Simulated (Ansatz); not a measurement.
**The equilibrium volume of CsPbCl3, sorted by core time**

```cif
data_structure
_symmetry_space_group_name_H-M 'Pm-3m'
_symmetry_Int_Tables_number 221
_cell_length_a 5.6050
_cell_length_b 5.6050
_cell_length_c 5.6050
_cell_angle_alpha 90.000
_cell_angle_beta 90.000
_cell_angle_gamma 90.000
_cell_volume 176.09
loop_
_atom_site_label
_atom_site_type_symbol
_atom_site_symmetry_multiplicity
_atom_site_Wyckoff_symbol
_atom_site_fract_x
_atom_site_fract_y
_atom_site_fract_z
_atom_site_occupancy
Pb1 Pb 1 b 0.50000 0.50000 0.50000 1
Cs1 Cs 1 a 0.00000 0.00000 0.00000 1
Cl1 Cl 3 c 0.50000 0.00000 0.50000 1
```

```tsv
rung	level	program and potentials	cutoff (eV)	k mesh	smearing	task	spin	core time	chip	equilibrium volume (Å³/atom)	notes
GGA + dispersion	PBE+D3(BJ)	Ansatz, Ansatz PAW	420	5 × 5 × 5	fermi-dirac 0.05	relaxation of cell and atoms	off	9 s	Arm Neoverse V2	36.36	-
GGA + dispersion	revPBE+D4	Ansatz, Ansatz PAW	420	5 × 5 × 5	fermi-dirac 0.05	relaxation of cell and atoms	off	11 s	AMD EPYC 7B13 Zen 3	37.65	potentials made for PBE, which Ansatz adapts in part
GGA	RPBE	Ansatz, Ansatz PAW	420	5 × 5 × 5	fermi-dirac 0.05	relaxation of cell and atoms	off	17 s	Intel Xeon Platinum 8259CL Skylake/Cascade Lake	40.15	potentials made for PBE, which Ansatz adapts in part
GGA + dispersion	PBEsol+D4	Ansatz, Ansatz PAW	420	5 × 5 × 5	fermi-dirac 0.05	relaxation of cell and atoms	off	23 s	Intel Xeon Skylake/Cascade Lake	34.78	potentials made for PBE, which Ansatz adapts in part
GGA	PBE	Ansatz, Ansatz PAW	420	5 × 5 × 5	fermi-dirac 0.05	relaxation of cell and atoms	off	29 s	Intel Xeon Skylake/Cascade Lake	37.69	-
GGA + dispersion	RPBE+D4	Ansatz, Ansatz PAW	420	5 × 5 × 5	fermi-dirac 0.05	relaxation of cell and atoms	off	29 s	Intel Xeon Skylake/Cascade Lake	37.76	potentials made for PBE, which Ansatz adapts in part
GGA + dispersion	PBE+D4	Ansatz, Ansatz PAW	420	5 × 5 × 5	fermi-dirac 0.05	relaxation of cell and atoms	off	29 s	Intel Xeon Skylake/Cascade Lake	36.53	-
GGA + dispersion	BLYP+D4	Ansatz, Ansatz PAW	420	5 × 5 × 5	fermi-dirac 0.05	relaxation of cell and atoms	off	31 s	Intel Xeon Skylake/Cascade Lake	37.67	potentials made for PBE, which Ansatz adapts in part
meta-GGA	r2SCAN	Ansatz, Ansatz PAW	500	5 × 5 × 5	fermi-dirac 0.05	equation of state	SOC, no magnetisation	6.2 min	Arm Neoverse V2	36.32	potentials made for PBE, which Ansatz adapts in part
```

Times are single runs on shared hosts and different chips, so they are rough; meshes, cutoffs and the tasks' sizes weigh on the time. Smearing widths are in eV. Meshes are those of the run's cell of 5 atoms unless a note names another. Relaxations start from the cell shown or near it and stop with a little pressure left. Runs on faulty files, with rough fits or with known faults for this quantity aren't shown.

By rung: GGA + dispersion 34.78 to 37.76; GGA 37.69 to 40.15; meta-GGA 36.32 (Å³/atom).
